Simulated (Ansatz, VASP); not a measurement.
# MgH2 in VASP and in Ansatz

```xyz
3
Lattice="0.0000 2.3489 2.3489 2.3489 0.0000 2.3489 2.3489 2.3489 0.0000" Properties=species:S:1:pos:R:3 pbc="T T T"
Mg    0.0000    0.0000    0.0000
H     1.1744    1.1744    1.1744
H     3.5233    3.5233    3.5233
```

Change from the starting cell: volume scaled by 0.96.

Alike in both runs: task single point; functional PBE; k mesh 10 × 10 × 10; occupations fermi-dirac, width 0.05 eV; no spin polarisation.

|  | VASP | Ansatz |
| --- | --- | --- |
| version | VASP 6.6.1 | Ansatz 0.2.0 |
| potentials or method | VASP PAW PBE potentials, release 64 (Mg, H) | Ansatz PAW |
| plane-wave cutoff (eV) | 520 | 420 |
| valence electrons in the cell | 4 | 12 |

```tsv
	VASP	Ansatz	Ansatz less VASP
gap on the k mesh at the Fermi level (eV)	none	none	-
pressure (GPa)	2.1	2.5	+0.41
```

A gap of «none» marks a metal or a gap that the smearing closes. The functional is the same, so the differences come from potentials, cutoffs and numerics. The two sets of potentials don't hold the same shells in valence.
